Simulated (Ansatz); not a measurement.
The system is Pt.

```
CELL_PARAMETERS angstrom
0.00000 1.96090 1.96090
1.96090 0.00000 1.96090
1.96090 1.96090 0.00000
ATOMIC_POSITIONS crystal
Pt 0.00000 0.00000 0.00000
```

* Program: Ansatz 0.2.0
* Task: relaxation of cell and atoms
* Functional: BLYP
* Dispersion: D3(BJ)
* Potentials or basis: all-electron LAPW, scalar-relativistic
* Basis error allowed: 0.001 eV/atom
* k mesh: 12 × 12 × 12
* Occupations: fermi-dirac, width 0.05 eV
* Spin: no spin polarisation

At the start: volume 15.08 Å³/atom.

**Question.** Where does the relaxation end?

**Answer.** Over 4 steps the energy falls by 4.7 meV/atom and the volume is 15.37 Å³/atom (+1.9 %); space group Fm-3m (No. 225, to 0.05 Å).

The path:
```csv
step,energy change (eV),largest force (eV/Å),volume (Å³)
1,0.0000,0.0000,15.08
2,-0.0047,0.0000,15.39
3,-0.0047,0.0000,15.37
4,-0.0047,0.0000,15.37
```

Final structure:
```
CELL_PARAMETERS angstrom
0.00000 1.97352 1.97352
1.97352 0.00000 1.97352
1.97352 1.97352 0.00000
ATOMIC_POSITIONS crystal
Pt 0.00000 0.00000 0.00000
```
